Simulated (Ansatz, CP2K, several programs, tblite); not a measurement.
Energy against volume for ZnSiP2 as one 8-atom ordering (I-42d) on the zincblende lattice, at fixed shape and fractional coordinates, computed by several methods (PBE and r2SCAN, where shown, with plane waves in Ansatz); the cell shown is that of r2SCAN. With free coordinates or axes held, a curve is too stiff, and on another method's shape its minimum isn't the method's own volume. It is tetragonal, I-42d (No. 122); a = 5.377 Å, c = 10.468 Å in the conventional setting, 18.92 Å³ an atom. Around Zn lie 4 P at 2.36 Å; around P lie 2 Si at 2.26 Å and 2 Zn at 2.36 Å; around Si lie 4 P at 2.26 Å. The cell comes from a prototype generator: it can be a known phase or a hypothetical one. Spin polarisation is off. Energies count from each curve's lowest point; fits are third-order Birch-Murnaghan.

```
Zn P Si
1.0
    -2.68850    2.68850    5.23384
     2.68850   -2.68850    5.23384
     2.68850    2.68850   -5.23384
Zn P Si
2 4 2
Direct
  0.00000 0.00000 0.00000
  0.75000 0.25000 0.50000
  0.37500 0.39183 0.51683
  0.14183 0.62500 0.01683
  0.87500 0.85817 0.48317
  0.60817 0.12500 0.98317
  0.50000 0.50000 0.00000
  0.25000 0.75000 0.50000
```

Q: GFN2-xTB (tblite), on the shape of the cell shown, as a cluster of 64 atoms at the zone centre, gives
```
V (Å³/atom)  E (meV/atom)
     16.645        182.57
     17.780         69.97
     18.915         15.29
     20.050          0.00
     21.185         10.86
```
What equilibrium volume and bulk modulus follow?

A: V₀ = 20.07 Å³ an atom and B₀ = 64 GPa.

light PBE (260 eV and a coarse mesh), on the shape of the cell shown:
```tsv
V (Å³/atom)	E (meV/atom)
17.402	68.61
18.159	23.39
18.915	5.58
19.672	0.00
20.428	13.96
21.185	33.72
```
The points scatter about the fit by more than 0.3 meV an atom, since at so low a cutoff the number of plane waves jumps with the volume, so no fit is quoted.

GFN1-xTB (tblite), on the shape of the cell shown, as a cluster of 64 atoms at the zone centre:
```
V (Å³/atom)  E (meV/atom)
     16.645        251.94
     17.780        105.62
     18.915         28.23
     20.050          0.00
     21.185          7.31
```
V₀ = 20.34 Å³ an atom and B₀ = 82 GPa.

Q: r2SCAN, on the shape of its own relaxed cell, gives

| V (Å³/atom) | E (meV/atom) |
| --- | --- |
| 17.780 | 22.68 |
| 18.348 | 5.37 |
| 18.915 | 0.00 |
| 19.483 | 4.80 |
| 20.050 | 18.25 |

What equilibrium volume and bulk modulus follow?

A: V₀ = 18.92 Å³ an atom and B₀ = 95 GPa.

Q: PBE/DZVP (CP2K), on the shape of the cell shown, gives
```tsv
V (Å³/atom)	E (meV/atom)
16.645	134.64
17.780	39.08
18.915	0.00
20.050	1.98
21.185	34.37
```
What equilibrium volume and bulk modulus follow?

A: V₀ = 19.40 Å³ an atom and B₀ = 86 GPa.
